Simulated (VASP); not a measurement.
HgTe:

```
CELL_PARAMETERS angstrom
4.81951 0.00000 0.00000
-2.40976 4.17382 0.00000
0.00000 0.00000 7.19621
ATOMIC_POSITIONS crystal
Hg 0.33333 0.66667 0.25000
Hg 0.66667 0.33333 0.75000
Te 0.66667 0.33333 0.25000
Te 0.33333 0.66667 0.75000
```

The cell was built by a generator and needn't be a form met in nature.

Base run:

```yaml
Program: VASP 6.6.1
Functional: r2SCAN
Potentials_or_basis: VASP PAW PBE potentials, release 64 (Hg, Te)
Cutoff: 520 eV
k_mesh: 6 × 6 × 4
Occupations: fermi-dirac, width 0.02 eV
Spin: no spin polarisation
```

Its results: band gap on the k mesh none (metal or under the smearing width); pressure 0.1 GPa.

**Question.** The run is repeated on the same cell with these changes: functional from r2SCAN to PBE. What comes out?

**Answer.** Band gap on the k mesh none (metal or under the smearing width); pressure 1.3 GPa.

Caveats: the PAW data sets were made with another functional, which shifts forces and pressure a little (some runs); this functional lacks dispersion, which binds the layers, so the pressure and a relaxed spacing across them are unreliable (some runs).

Not every run made on this cell is shown here.
